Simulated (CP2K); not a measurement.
Crystal: C.

```
CELL_PARAMETERS angstrom
2.52210 0.00000 0.00000
-1.26105 2.18420 0.00000
0.00000 0.00000 8.23710
ATOMIC_POSITIONS crystal
C 0.66667 0.33333 0.84375
C 0.33333 0.66667 0.34375
C 0.66667 0.33333 0.65625
C 0.33333 0.66667 0.15625
C 0.00000 0.00000 0.90625
C 0.00000 0.00000 0.40625
C 0.00000 0.00000 0.59375
C 0.00000 0.00000 0.09375
```

This is a hexagonal form of diamond, not graphite.

Base run:

| Property | Result |
| --- | --- |
| Program | CP2K 2026.2 |
| Functional | RPBE |
| Potentials or basis | POTENTIAL_UZH C GTH-PBE-q4; DZVP-MOLOPT-PBE-GTH basis |
| Density cutoff | 9184 eV |
| k mesh | 9 × 9 × 3 |
| Occupations | fermi-dirac, width 0.05 eV |
| Spin | no spin polarisation |

Its results: band gap on the k mesh 5.04 eV, indirect (least direct gap 5.31 eV); pressure 5.7 GPa; largest force 0.341 eV/Å.

After a change of settings the same cell gave: band gap on the k mesh 4.84 eV, indirect (least direct gap 5.24 eV); pressure 0.9 GPa; largest force 0.343 eV/Å. Which change was it?
A. functional from RPBE to TASK
B. functional from RPBE to PW91
C. functional from RPBE to PBEsol

C.

PBEsol binds more tightly than RPBE, so the same cell stands under less pressure.

Caveats: the potentials were made for another functional, which shifts forces and pressure; an odd mesh through Γ misses points on the zone boundary, where band edges often lie; the basis of atomic orbitals isn't converged, which shifts pressures, moduli and gaps.

Runs at the PBE level aren't shown here.
